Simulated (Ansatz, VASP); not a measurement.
Two plane-wave programs on P

```
P
1.0
    -2.00019    2.47235    2.61982
     2.00019   -2.47235    2.61982
     2.00019    2.47235   -2.61982
P
3
Direct
  0.00000 0.00000 0.00000
  0.71778 0.50000 0.21778
  0.28222 0.50000 0.78222
```

Alike in both runs: functional PBE; k mesh 6 × 6 × 6; occupations gaussian, width 0.1 eV; no spin polarisation.

Ansatz relaxed the structure, and its values are those at the end. VASP's run is a single point on that final structure, the one shown.

|  | VASP | Ansatz |
| --- | --- | --- |
| version | VASP 6.6.1 | Ansatz 0.2.0 |
| potentials or method | VASP PAW PBE potentials, release 64 (P) | scalar-relativistic, plane waves, PAW |
| plane-wave cutoff (eV) | 520 | 420 |
| valence electrons in the cell | 15 | 15 |

|  | VASP | Ansatz | Ansatz less VASP |
| --- | --- | --- | --- |
| gap on the k mesh at the Fermi level (eV) | none | none | - |
| pressure (GPa) | -0.2 | 0.0 | +0.20 |
| rms of the force components (eV/Å) | 0.011 | 0.005 | -0.0062 |

A gap of «none» marks a metal or a gap that the smearing closes.
